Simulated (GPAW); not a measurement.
**FeO (Wuestite): band structure with revTPSS**

**Measured values to compare with.**

“W\"ustite: Electric, thermodynamic and optical properties of FeO”, 2012, arxiv:1203.1201 quotes, for a bulk crystal of FeO: band gap 2.4 eV (optical).

FeO (Wuestite):

```
Fe O
1.0
     0.00000    2.15540    2.15540
     2.15540    0.00000    2.15540
     2.15540    2.15540    0.00000
Fe O
1 1
Direct
  0.00000 0.00000 0.00000
  0.50000 0.50000 0.50000
```

| Quantity | Value |
| --- | --- |
| Program | GPAW 26.7.0 |
| Task | band structure |
| Functional | revTPSS |
| Potentials or basis | GPAW PAW data sets (gpaw-data 1.2.1) |
| Cutoff | 800 eV |
| Basis | pw |
| k mesh | 9 × 9 × 9 |
| Occupations | fermi-dirac, width 0.05 eV |
| Spin | collinear spin, ferromagnetic start |
| Starting moments | [3.0, 0.0] μB |
| Eigensolver | davidson |
| Maxiter | 150 |
| Band path | GXWKGLUWLK,UX |
| Band points | 80 |

* Pressure: -4.3 GPa
* Band gap along the path: none (metal or under the smearing width)
* Net moment: 4.00 μB per cell
* Site moments: Fe +3.57; O +0.22 μB

Levels at the corners of the path, in eV from the Fermi level:
Spin up:
```csv
point,band 5,band 6,band 7,band 8,band 9,band 10
Γ,-4.07,-4.07,-4.07,-3.87,-3.87,-0.41
X,-5.07,-3.48,-3.01,-2.97,-2.97,5.12
W,-3.22,-3.22,-3.12,-2.97,-1.91,7.37
K,-3.89,-3.11,-2.82,-2.68,-1.89,6.63
Γ,-4.07,-4.07,-4.07,-3.87,-3.87,-0.41
L,-3.25,-3.25,-2.67,-0.50,-0.50,3.52
U,-3.89,-3.11,-2.82,-2.68,-1.89,6.63
W,-3.22,-3.22,-3.12,-2.97,-1.91,7.37
L,-3.25,-3.25,-2.67,-0.50,-0.50,3.52
K,-3.89,-3.11,-2.82,-2.68,-1.89,6.63
U,-3.89,-3.11,-2.82,-2.68,-1.89,6.63
X,-5.07,-3.48,-3.01,-2.97,-2.97,5.12
```
Spin down:
| point | band 2 | band 3 | band 4 | band 5 | band 6 | band 7 | band 8 | band 9 |
| --- | --- | --- | --- | --- | --- | --- | --- | --- |
| Γ | -3.52 | -3.52 | -3.52 | -0.73 | -0.73 | -0.73 | 0.49 | 0.49 |
| X | -7.28 | -4.73 | -4.73 | -2.22 | 0.83 | 0.83 | 1.07 | 1.45 |
| W | -6.45 | -6.45 | -5.77 | -0.04 | -0.04 | 0.83 | 1.37 | 2.12 |
| K | -6.87 | -6.42 | -5.09 | -0.84 | 0.63 | 0.73 | 1.61 | 2.06 |
| Γ | -3.52 | -3.52 | -3.52 | -0.73 | -0.73 | -0.73 | 0.49 | 0.49 |
| L | -8.34 | -5.33 | -5.33 | 0.47 | 0.47 | 0.64 | 3.08 | 3.08 |
| U | -6.87 | -6.42 | -5.09 | -0.84 | 0.63 | 0.73 | 1.61 | 2.06 |
| W | -6.45 | -6.45 | -5.77 | -0.04 | -0.04 | 0.83 | 1.37 | 2.12 |
| L | -8.34 | -5.33 | -5.33 | 0.47 | 0.47 | 0.64 | 3.08 | 3.08 |
| K | -6.87 | -6.42 | -5.09 | -0.84 | 0.63 | 0.73 | 1.61 | 2.06 |
| U | -6.87 | -6.42 | -5.09 | -0.84 | 0.63 | 0.73 | 1.61 | 2.06 |
| X | -7.28 | -4.73 | -4.73 | -2.22 | 0.83 | 0.83 | 1.07 | 1.45 |

Wall time 3.3 min on 1 thread of Arm Neoverse V1, on a shared host, peak memory 0.36 GiB.

Measured gap of FeO: 2.4 eV (optical; quoted in “W\"ustite: Electric, thermodynamic and optical properties of FeO”, 2012, arxiv:1203.1201). This calculation gives 0.00 eV (-2.40 eV). So large a miss can be the level of theory's own, or it may mean another phase, state or a wrong row. The value is that of revTPSS, without temperature or zero-point motion. The run's magnetic order (collinear spin, ferromagnetic start) needn't be the measured crystal's.

Caveat: the PAW data sets were made with another functional, which shifts forces and pressure a little; a cell with one magnetic atom can't hold antiferromagnetic order, which such compounds often take; semilocal functionals often make such compounds metallic where correlation or magnetic order opens a gap, which also shifts bond lengths.
